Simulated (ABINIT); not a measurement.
# HfO2 (Fm-3m) in ABINIT: a series of runs, part 2 of 2

ABINIT 10.8.3 (patched build). Earlier steps stand in the parts before.

## 3. Equation of state, PBE+D3

The input, run.abi:

```
# Datasets: one volume each
ndtset 7
getwfk -1
scalecart1 3*0.9795861087
scalecart2 3*0.9864848297
scalecart3 3*0.9932883884
scalecart4 3*1.0000000000
scalecart5 3*1.0066227096
scalecart6 3*1.0131594038
scalecart7 3*1.0196128224

# Pseudopotentials
pp_dirpath "./"
pseudos "Hf.GGA_PBE-JTH.xml, O.GGA_PBE-JTH.xml"

# Structure
acell 3*1.0 Angstrom
rprim
     0.0000000000     2.5575000000     2.5575000000
     2.5575000000     0.0000000000     2.5575000000
     2.5575000000     2.5575000000     0.0000000000
ntypat 2
znucl 72 8
natom 3
typat 1 2 2
xred
     0.0000000000     0.0000000000     0.0000000000
     0.7500000000     0.7500000000     0.7500000000
     0.2500000000     0.2500000000     0.2500000000

# Plane-wave basis
ecut 23.0
pawecutdg 45.0

# k points
kptopt 1
ngkpt 9 9 9
nshiftk 1
shiftk 0.0 0.0 0.0

# Exchange and correlation
ixc 11
vdw_xc 6

# Bands and occupations
nband 16
occopt 3
tsmear 0.00183747

# SCF cycle
nstep 100
tolvrs 1.0e-9

# Output
iomode 3
prtwf 1
prtden 0
prteig 0
prtebands 0
enunit 1
```

Potentials or basis: JTH PAW PBE v2.0.

Command:

```console
> abinit run.abi > log 2>&1
```

run.abo:

```text
.Version 10.8.3 of ABINIT
 DATASET    1 : space group Fm -3 m (#225); Bravais cF (face-center cubic)
================================================================================
 Values of the parameters that define the memory need for DATASET  1.
     intxc =       0    ionmov =       0      iscf =      17    lmnmax =      18
     lnmax =       6     mgfft =      30  mpssoang =       3    mqgrid =    3001
     natom =       3  nloc_mem =       2    nspden =       1   nspinor =       1
    nsppol =       1      nsym =      48    n1xccc =       1    ntypat =       2
    occopt =       3   xclevel =       2
       mpw =        1131          nfft =       27000          nkpt =          35
 PAW method is used; the additional fine FFT grid is defined by:
   mgfftf=        45    nfftf =     91125
================================================================================
================================================================================
[... 71 lines left out ...]
 DATASET    7 : space group Fm -3 m (#225); Bravais cF (face-center cubic)
================================================================================
 Values of the parameters that define the memory need for DATASET  7.
     intxc =       0    ionmov =       0      iscf =      17    lmnmax =      18
     lnmax =       6     mgfft =      32  mpssoang =       3    mqgrid =    3001
     natom =       3  nloc_mem =       2    nspden =       1   nspinor =       1
    nsppol =       1      nsym =      48    n1xccc =       1    ntypat =       2
    occopt =       3   xclevel =       2
       mpw =        1283          nfft =       32768          nkpt =          35
 PAW method is used; the additional fine FFT grid is defined by:
   mgfftf=        45    nfftf =     91125
[... 1492 lines left out ...]
           etotal3    -8.2579716835E+01
           etotal4    -8.2578754165E+01
           etotal5    -8.2577122314E+01
           etotal6    -8.2574887113E+01
           etotal7    -8.2572106059E+01
            fcart1    -0.0000000000E+00 -1.4811218320E-31  2.9622436641E-31
                       4.4433654961E-31 -1.4811218320E-31 -1.4811218320E-31
                      -4.4433654961E-31  2.9622436641E-31 -1.4811218320E-31
            fcart2    -5.5153649920E-31  6.9861289898E-31 -1.1030729984E-31
                       3.3092189952E-31 -1.8384549973E-31  3.3092189952E-31
                       2.2061459968E-31 -5.1476739925E-31 -2.2061459968E-31
            fcart3     3.6517248890E-31 -7.3034497780E-32 -2.1910349334E-31
                       3.6517248890E-31 -7.3034497780E-32 -2.1910349334E-31
                      -7.3034497780E-31  1.4606899556E-31  4.3820698668E-31
            fcart4    -5.8035454878E-31  5.8035454878E-31 -5.8035454878E-31
[... 52 lines left out ...]
           xangst3     0.0000000000E+00  0.0000000000E+00  0.0000000000E+00
                       3.8105025800E+00  3.8105025800E+00  3.8105025800E+00
                       1.2701675267E+00  1.2701675267E+00  1.2701675267E+00
           xangst4     0.0000000000E+00  0.0000000000E+00  0.0000000000E+00
                       3.8362500000E+00  3.8362500000E+00  3.8362500000E+00
                       1.2787500000E+00  1.2787500000E+00  1.2787500000E+00
           xangst5     0.0000000000E+00  0.0000000000E+00  0.0000000000E+00
                       3.8616563697E+00  3.8616563697E+00  3.8616563697E+00
                       1.2872187899E+00  1.2872187899E+00  1.2872187899E+00
           xangst6     0.0000000000E+00  0.0000000000E+00  0.0000000000E+00
                       3.8867327628E+00  3.8867327628E+00  3.8867327628E+00
                       1.2955775876E+00  1.2955775876E+00  1.2955775876E+00
           xangst7     0.0000000000E+00  0.0000000000E+00  0.0000000000E+00
                       3.9114896899E+00  3.9114896899E+00  3.9114896899E+00
                       1.3038298966E+00  1.3038298966E+00  1.3038298966E+00
             xred      0.0000000000E+00  0.0000000000E+00  0.0000000000E+00
                       7.5000000000E-01  7.5000000000E-01  7.5000000000E-01
                       2.5000000000E-01  2.5000000000E-01  2.5000000000E-01
 Calculation completed.
```

Wall time 2.6 min (1 thread of Arm Neoverse V1, shared host); peak memory 0.17 GiB.

Results:

| Item | Value |
| --- | --- |
| Equilibrium volume | 10.76 Å³/atom |
| Bulk modulus | 259 GPa |
| Pressure derivative of the bulk modulus | 4.5 |

Energy against volume, from the lowest point:
```
volume (Å³/atom)  energy (meV/atom)
          10.483               5.88
          10.706               0.00
          10.929               1.83
          11.152              10.56
          11.375              25.36
          11.598              45.64
          11.821              70.86
```

Caveat: pressures at fixed basis lie under the slope of the energies.

## 4. Band structure, SOGGA

The input, run.abi:

```
# Datasets: ground state, then fixed potential
ndtset 2

# Pseudopotentials
pp_dirpath "./"
pseudos "Hf.GGA_PBE-JTH.xml, O.GGA_PBE-JTH.xml"

# Structure
acell 6.8348581746 6.8348581746 6.8348581746
rprim
     0.0000000000     0.7071067812     0.7071067812
     0.7071067812     0.0000000000     0.7071067812
     0.7071067812     0.7071067812     0.0000000000
ntypat 2
znucl 72 8
natom 3
typat 1 2 2
xred
     0.0000000000     0.0000000000     0.0000000000
     0.7500000000     0.7500000000     0.7500000000
     0.2500000000     0.2500000000     0.2500000000

# Plane-wave basis
ecut 23.0
pawecutdg 45.0

# Exchange and correlation
ixc -150130

# Bands and occupations
occopt 3
tsmear 0.05 eV

# SCF cycle
nstep 100

# Output
iomode 3
prtwf 0
prteig 0
prtebands 0
enunit 1
prtden1 1
prtvha1 1
prtvclmb1 1
prtpot1 1

# Dataset 1
kptopt1 1
ngkpt1 9 9 9
nshiftk1 1
shiftk1 0.0 0.0 0.0
nband1 16
tolvrs1 1.0e-9

# Dataset 2: bands along G-X-W-K-G-L-U-W-L-K
iscf2 -2
getden2 1
nband2 20
nbdbuf2 2
tolwfr2 1.0e-12
kptopt2 -9
ndivsm2 6
prteig2 1
prtvol2 -3
kptbounds2
     0.0000000000     0.0000000000     0.0000000000
     0.5000000000     0.0000000000     0.5000000000
     0.5000000000     0.2500000000     0.7500000000
     0.3750000000     0.3750000000     0.7500000000
     0.0000000000     0.0000000000     0.0000000000
     0.5000000000     0.5000000000     0.5000000000
     0.6250000000     0.2500000000     0.6250000000
     0.5000000000     0.2500000000     0.7500000000
     0.5000000000     0.5000000000     0.5000000000
     0.3750000000     0.3750000000     0.7500000000
```

Command:

```console
> abinit run.abi > log 2>&1
```

Wall time 87 s (1 thread of Arm Neoverse V1, shared host); peak memory 0.15 GiB.

The run converged. Its results:

```
Free energy                                           : -2242.2097 eV
Pressure                                              : -14.3 GPa
Band gap on the k mesh                                : 3.69 eV, indirect (least direct gap 3.81 eV)
Band gap along the path                               : 3.58 eV, direct
Valence electrons inside the program's atomic spheres : Hf 9.37; O 4.58
```

Levels at the corners of the path, in eV from the valence-band top:
```
point  band 9  band 10  band 11  band 12  band 13  band 14  band 15  band 16
    Γ   -5.26    -0.61    -0.61    -0.61     3.72     3.72     5.34    10.13
    X   -3.47    -1.50    -1.50     0.00     3.58     5.32     6.36     7.93
    W   -2.55    -2.55    -1.37    -0.20     4.63     4.97     6.82     6.82
    K   -3.34    -2.20    -1.30    -0.33     4.13     5.25     6.65     7.29
    Γ   -5.26    -0.61    -0.61    -0.61     3.72     3.72     5.34    10.13
    L   -3.07    -2.74    -1.84    -1.84     4.44     4.44     6.73     8.65
    U   -3.34    -2.20    -1.30    -0.33     4.13     5.25     6.65     7.29
    W   -2.55    -2.55    -1.37    -0.20     4.63     4.97     6.82     6.82
    L   -3.07    -2.74    -1.84    -1.84     4.44     4.44     6.73     8.65
    K   -3.34    -2.20    -1.30    -0.33     4.13     5.25     6.65     7.29
```

Caveat: the PAW data sets were made with another functional, which shifts forces and pressure a little; spin-orbit coupling is left out, which moves the levels of the heavy elements; the mesh misses the band edges, which the band path finds closer together.

## 5. Overview

```tsv
task	level	potentials or basis	cutoff (eV)	fine-grid cutoff	gap on the mesh (eV)	pressure (GPa)
band structure	PBE	PseudoDojo NC SR PBE v0.4.1 standard	1143	-	3.87	-4.8
equation of state	PBE+D3	JTH PAW PBE v2.0	626	1224.51 eV	-	-
band structure	SOGGA	JTH PAW PBE v2.0	626	1224.51 eV	3.69	-14.3
```

Alike in all rows: no spin polarisation; cell as given; k mesh 9 × 9 × 9; smearing fermi-dirac 0.05 eV.

Caveats: spin-orbit coupling is left out, which moves the levels of the heavy elements (some runs); the mesh misses the band edges, which the band path finds closer together (some runs); pressures at fixed basis lie under the slope of the energies (some runs); the PAW data sets were made with another functional, which shifts forces and pressure a little (some runs).

Total energies depend on the potentials used, so only differences within one code and one set of settings carry meaning.
